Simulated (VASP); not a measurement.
Runs of VASP 6.6.1 on SnTe. Symmetry: Fm-3m, No. 225, cubic system. The conventional cell has a = 6.302 Å, b = 6.302 Å, c = 6.302 Å, α = 90.00°, β = 90.00°, γ = 90.00°. Te (site symmetry m-3m) has 6 Sn at 3.15 Å as nearest neighbours. Around Sn (site symmetry m-3m) lie 6 Te at 3.15 Å. 

| task | level | spin | cell | k mesh | cutoff (eV) | pressure (GPa) | relaxed volume (Å³/atom) |
| --- | --- | --- | --- | --- | --- | --- | --- |
| relaxation of cell and atoms | BLYP | off | relaxed | 7 × 7 × 7 | 600 | 0.0 | 35.93 |
| relaxation of cell and atoms | revPBE | off | relaxed | 7 × 7 × 7 | 600 | 0.0 | (b) |
| band structure | revPBE | off | as given | 7 × 7 × 7 | 520 | 3.2 | - |
| relaxation of cell and atoms | RPBE | off | relaxed | 7 × 7 × 7 | 600 | 0.0 | (a) |
| band structure | PW91 | off | as given | 7 × 7 × 7 | 520 | 2.3 | - |
| band structure | RPBE | off | as given | 7 × 7 × 7 | 520 | 3.6 | - |

Alike in all rows: potentials or basis VASP PAW PBE potentials, release 64 (Te, Sn_d); smearing fermi-dirac 0.05 eV.

Question: Estimate the missing entries.

Answer: (a) 34.01; (b) 33.67.

Caveats: the PAW data sets were made with another functional, which shifts forces and pressure a little; the volume moved by +15 % from the deposited cell, more than functionals usually miss (some runs).

Runs at the PBE level aren't shown here.
